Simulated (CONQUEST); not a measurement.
Crystal: Sn.

```
Sn
1.0
     4.57264    0.00000    0.00000
     0.00000    4.57264    0.00000
     0.00000    0.00000    6.46669
Sn
4
Direct
  0.01776 0.49615 0.25517
  0.51776 0.99615 0.75517
  0.00185 0.99283 0.50184
  0.50185 0.49283 0.00184
```

This isn't the form of Sn at room conditions, which is tetragonal (white tin).

The cell isn't the ideal one: atoms moved at random, drawn with an rms of 0.05 Å.

Base run:

- Program: CONQUEST 1.3
- Functional: PBE
- Potentials or basis: PseudoDojo NC PBE, SZ, grid cutoff 120 Ha
- k mesh: 6 × 6 × 4
- Occupations: fermi-dirac, width 0.05 eV
- Spin: no spin polarisation

Its results: band gap on the k mesh 0.22 eV; pressure 6.1 GPa; largest force 0.792 eV/Å.

Q: The run is repeated on the same cell with these changes: potentials or basis from PseudoDojo NC PBE, SZ, grid cutoff 120 Ha to PseudoDojo NC PBE, DZ, grid cutoff 120 Ha. What comes out?

A: Band gap on the k mesh none (metal or under the smearing width); pressure 3.5 GPa; largest force 0.588 eV/Å.

Caveats: the atomic basis is small; the basis of atomic orbitals isn't converged, which shifts pressures, moduli and gaps; spin-orbit coupling is left out, which moves the levels of the heavy elements (some runs); the box holds several primitive cells, so bands are folded and the points are those of the box's own zone (some runs).

A k mesh can miss the band edges.
